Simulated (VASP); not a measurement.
A run of VASP 6.6.1:

The input INCAR:

```
ALGO     = Normal         # electronic algorithm
EDIFF    = 1E-7           # SCF threshold, eV
EDIFFG   = -0.005         # ionic threshold
ENCUT    = 600            # plane-wave cutoff, eV
GGA      = PS             # functional
IBRION   = 2              # ionic algorithm
ISIF     = 3              # what is computed and relaxed
ISMEAR   = 0              # smearing method
KPAR     = 2            
LASPH    = T              # aspherical terms in the spheres
LCHARG   = F              # write CHGCAR
LREAL    = F              # projectors in reciprocal space
LWAVE    = F              # write WAVECAR
NELM     = 80             # most SCF steps
NSW      = 90             # ionic steps
PREC     = Accurate       # precision mode
SIGMA    = 0.03           # smearing width, eV
```

KPOINTS

```
k-points
0
Gamma
  14 14 14
```

Contents of POSCAR:

```
GaN                                     
1.0
   -0.0000000000      2.2470932281      2.2470932281
    2.2470932281     -0.0000000000      2.2470932281
    2.2470932281      2.2470932281     -0.0000000000
  Ga              N             
     1     1
Direct
     0.0000000000000000    0.0000000000000000    0.0000000000000000
     0.2500000000000000    0.2500000000000000    0.2500000000000000
```

Potentials or basis: VASP PAW PBE potentials, release 64 (Ga_d, N).

Command:

```bash
$ cat potpaw_PBE.64/Ga_d/POTCAR potpaw_PBE.64/N/POTCAR > POTCAR
$ mpirun -np 2 vasp_std > vasp.out
```

Hardware: 2 MPI ranks on AMD EPYC 9R45 96-Core Processor (Zen 5) (shared host).

Estimate the wall time of this run.

It took 19 s on 2 MPI ranks on AMD EPYC 9R45 96-Core Processor (Zen 5), on a shared host, peak memory 0.17 GiB a rank. Counts: scf iterations 24, k points 104, ion steps 3.
